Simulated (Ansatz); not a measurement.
BaTiO3, DFT, PBEsol, PAW with Ansatz's default frozen-core files, scalar-relativistic (Ansatz 0.2.0), run on 2 threads of Intel(R) Xeon(R) Platinum 8488C (Sapphire Rapids) on a shared host.

The cell comes from COD entry 9016084, which wasn't checked; take it as a given geometry. The listed cell was then made from it by scaling, straining or moving an atom.

Command: `ansatz run input.yaml --threads 2 --pin off --max-ram 8192MiB --backend cpu --events-out ev --progress --plain --runs-dir out`

```yaml
crystal:
  lattice:
    - [4.0104855372, 0.0, 0.0]
    - [0.0, 2.8558389582, 2.8646469069]
    - [0.0, -2.8558389582, 2.8646469069]
  atoms:
    - { symbol: Ba, position: [0.0, 0.0, 0.0] }
    - { symbol: Ti, position: [0.5, 0.5079, 0.5079] }
    - { symbol: O, position: [0.0, 0.4921, 0.4921] }
    - { symbol: O, position: [0.5, 0.50251, 0.99371] }
    - { symbol: O, position: [0.5, 0.99371, 0.50251] }
kpoints:
  mp_grid: { grid: [8, 8, 8] }
scf:
  occupations: { method: fermi_dirac, width: 0.05 }
hamiltonian:
  xc: pbesol
  pseudopotentials: { kind: paw }
output:
  forces: true
  stress: true
  eigenvalues: true
  efg: { contact_densities: true }
```

(1) How large is the problem that the program sets up?

(2) Estimate the wall time and the peak memory.

(3) And the same cell and mesh by crystal-made all-electron datasets, asked for forces, stress, eigenvalues, efg, on the same hardware?

## Answers

(1) 105 irreducible k-points, 1309 plane waves at Γ, 25 bands.

(2) 7 s of wall time for 6 SCF iterations, with a peak of 0.52 GiB. Times on shared machines scatter by tens of per cent.

(3) 43 s, peak memory 1.8 GiB.
